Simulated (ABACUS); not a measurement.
Crystal: InP.

```
CELL_PARAMETERS angstrom
0.00000 2.93050 2.93050
2.93050 0.00000 2.93050
2.93050 2.93050 0.00000
ATOMIC_POSITIONS crystal
In 0.00000 0.00000 0.00000
P 0.75000 0.75000 0.75000
```

Program: ABACUS 3.10.1. Alike in all runs: task single point; no spin polarisation; cell as given; smearing fermi-dirac 0.05 eV.

**Question.** Order these runs on this cell by their band gap on the k mesh, lowest first.
A. level WC; potentials or basis SSSP 1.3 efficiency PBE, plane waves; k mesh 6 × 6 × 6; cutoff (eV) 748
B. level TM; potentials or basis SG15 ONCV 1.2 PBE, plane waves; k mesh 5 × 5 × 5; cutoff (eV) 1116
C. level TASK; potentials or basis SG15 ONCV 1.2 PBE, plane waves; k mesh 5 × 5 × 5; cutoff (eV) 1116

**Answer.** C (0.10 eV), A (0.59 eV), B (0.82 eV).

Caveats: spin-orbit coupling is left out, which moves the levels of the heavy elements.
